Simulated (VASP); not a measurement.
A run of VASP 6.6.1 is set up as follows.

File POSCAR:

```
Mo
1.0
   -1.3175656300      1.3175656300      2.3094700560
    1.3175656300     -1.3175656300      2.3094700560
    1.3175656300      1.3175656300     -2.3094700560
Mo
1
Direct
    0.0000000000      0.0000000000      0.0000000000
```

INCAR.step1

```
SYSTEM = Mo
PREC = Accurate ; ENCUT = 520
ISMEAR = 0 ; SIGMA = 0.1
LREAL = .FALSE. ; LASPH = .TRUE.
NELM = 100 ; NBANDS = 13
GGA = PE ; ALGO = Normal
EDIFF = 1E-4 ; LWAVE = .TRUE.
LCHARG = .FALSE.
```

The input INCAR.step2:

```
SYSTEM = Mo
PREC = Accurate ; ENCUT = 520
EDIFF = 1E-7 ; ISMEAR = 0
SIGMA = 0.1 ; LREAL = .FALSE.
LASPH = .TRUE. ; NELM = 100
ALGO = Normal ; ISIF = 2
LWAVE = .FALSE. ; LCHARG = .FALSE.
METAGGA = R2SCAN ; LMIXTAU = .TRUE.
NBANDS = 13 ; ISTART = 1
```

File KPOINTS:

```
Automatic mesh
0
G
  8 8 8
  0 0 0
```

Potentials or basis: VASP PAW PBE potentials, release 64 (Mo_sv).

Command:

```bash
$ cat potpaw_PBE.64/Mo_sv/POTCAR > POTCAR
$ cp INCAR.step1 INCAR
$ mpirun -np 1 vasp_std > vasp.out
$ cp INCAR.step2 INCAR
$ mpirun -np 1 vasp_std > vasp.out
```

Estimate the band gap on the k mesh.

none (metal or under the smearing width).

Estimate the pressure.

1.1 GPa.

Stress tensor (GPa, compression positive):
```
1.19 0.00 0.00
0.00 1.19 0.00
0.00 0.00 0.79
```

Caveat: the k mesh is coarse (spacing up to 0.42 Å⁻¹), so the values aren't converged; the PAW data sets were made with another functional, which shifts forces and pressure a little.
